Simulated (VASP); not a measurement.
# Si: G0W0, by functional

Si, Fd-3m (no. 227), 2 atoms in the cell.

| Functional | Quasiparticle gap on the mesh (eV) | Gap of the starting point on the mesh (eV) | Quasiparticle gap at the zone centre (eV) | Starting gap at the zone centre (eV) | Correction of the gap between the band edges on the mesh (eV) | Time (s) |
|---|---|---|---|---|---|---|
| LDA | 1.16 | 0.59 | 3.16 | 2.50 | 0.57 | 13 |
| PBE | 1.23 | 0.71 | 3.21 | 2.54 | 0.52 | 14 |
| PBEsol | 1.18 | 0.58 | 3.17 | 2.50 | 0.59 | 15 |
| r2SCAN | 1.35 | 0.91 | 3.34 | 2.74 | 0.44 | 23 |
| HSE06 | 1.49 | 1.35 | 3.54 | 3.36 | 0.14 | 56 |
| PBE0 | 1.69 | 2.07 | 3.76 | 4.08 | -0.38 | 48 |
| HSE03 | 1.43 | 1.17 | 3.47 | 3.16 | 0.26 | 60 |
| SCAN | 1.35 | 0.95 | 3.35 | 2.82 | 0.40 | 24 |

Limits: the mesh is coarse: the screening isn't converged, and the gap may still move by about 0.1 eV.

## Input of the first row

INCAR.step1:
```
SYSTEM = Si
PREC = Accurate ; ENCUT = 300
ISMEAR = 0 ; SIGMA = 0.05
LASPH = .TRUE. ; LREAL = .FALSE.
GGA = CA ; ALGO = Normal
EDIFF = 1E-8 ; NELM = 150
LWAVE = .TRUE. ; LCHARG = .FALSE.
KPAR = 4
```

INCAR.step2, as INCAR.step1 but for:
```
- ALGO = Normal
- NELM = 150
+ ALGO = Exact
+ NELM = 1
+ ISTART = 1
+ NBANDS = 188
+ LOPTICS = .TRUE.
```

INCAR.step3:
```
SYSTEM = Si
PREC = Accurate ; ENCUT = 300
ISMEAR = 0 ; SIGMA = 0.05
LASPH = .TRUE. ; LREAL = .FALSE.
GGA = CA ; ALGO = EVGW0
NBANDS = 188 ; NBANDSGW = 8
ENCUTGW = 160 ; NOMEGA = 48
PRECFOCK = Fast ; ISTART = 1
LWAVE = .FALSE. ; LCHARG = .FALSE.
NELMGW = 1 ; KPAR = 4
```

KPOINTS:
```
k-points
0
Gamma
  4 4 4
```

POSCAR:
```
Si
1.0
    0.0000000000      2.7218511865      2.7218511865
    2.7218511865      0.0000000000      2.7218511865
    2.7218511865      2.7218511865      0.0000000000
Si
2
Direct
    0.5000000000      0.5000000000      0.5000000000
    0.7500000000      0.7500000000      0.7500000000
```

Commands (each step's output is kept before the next begins):
```
cat potpaw_LDA.64/Si_GW/POTCAR > POTCAR
cp INCAR.step1 INCAR
mpirun -np 4 vasp_std > vasp.out
cp INCAR.step2 INCAR
mpirun -np 4 vasp_std > vasp.out
cp INCAR.step3 INCAR
mpirun -np 4 vasp_std > vasp.out
```

Changes of the last row against the first:
```
(all steps)
- GGA = CA
+ METAGGA = SCAN
+ LMIXTAU = True
- cat potpaw_LDA.64/Si_GW/POTCAR > POTCAR
+ cat potpaw_PBE.64/Si_GW/POTCAR > POTCAR
```

VASP 6.6.1 took 13 s on 4 cores (Intel Xeon 6975P-C (Granite Rapids)), a shared host.
